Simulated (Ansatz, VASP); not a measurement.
## One calculation of Sb, two programs

File INCAR:

```
PREC = Accurate
ENCUT = 520
EDIFF = 1E-6
ISMEAR = 0
SIGMA = 0.1
LREAL = False
LASPH = True
NELM = 100
ALGO = Fast
ISIF = 2
LWAVE = False
LCHARG = False
GGA = CA
NBANDS = 8
```

KPOINTS

```
regular mesh
0
Gamma
  8 8 8
```

Contents of POSCAR:

```
Sb
1.0
   -1.5765401831      1.5765401831      2.7119384313
    1.5765401831     -1.5765401831      2.7119384313
    1.5765401831      1.5765401831     -2.7119384313
Sb
1
Direct
    0.0000000000      0.0000000000      0.0000000000
```

Input for Ansatz:

```yaml
crystal:
  lattice:
    - [-1.5765401831, 1.5765401831, 2.7119384313]
    - [1.5765401831, -1.5765401831, 2.7119384313]
    - [1.5765401831, 1.5765401831, -2.7119384313]
  atoms:
    - { symbol: Sb, position: [0.0, 0.0, 0.0] }
basis:
  ecutwfc: 420
kpoints:
  mp_grid: { grid: [8, 8, 8] }
hamiltonian:
  xc: lda
scf:
  occupations: { method: gaussian, width: 0.1 }
output:
  forces: true
  stress: true
  eigenvalues: true
```

This isn't the form of Sb at room conditions, which is rhombohedral.

Alike in both runs: task single point; functional LDA; k mesh 8 × 8 × 8; occupations gaussian, width 0.1 eV; no spin polarisation.

```csv
,VASP,Ansatz
version,VASP 6.6.1,Ansatz 0.2.0
potentials or method,"VASP PAW LDA potentials, release 64 (Sb)","scalar-relativistic, plane waves, PAW"
plane-wave cutoff (eV),520,420
valence electrons in the cell,5,15
```

|  | VASP | Ansatz | Ansatz less VASP |
| --- | --- | --- | --- |
| gap on the k mesh at the Fermi level (eV) | none | none | - |
| pressure (GPa) | -2.4 | -2.5 | -0.08 |
| largest component of the traceless stress (GPa) | 1.14 | 1.20 | +0.060 |

A gap of «none» marks a metal or a gap that the smearing closes. The two sets of potentials don't hold the same shells in valence.

Spin-orbit coupling is left out, which matters for the levels of Sb.
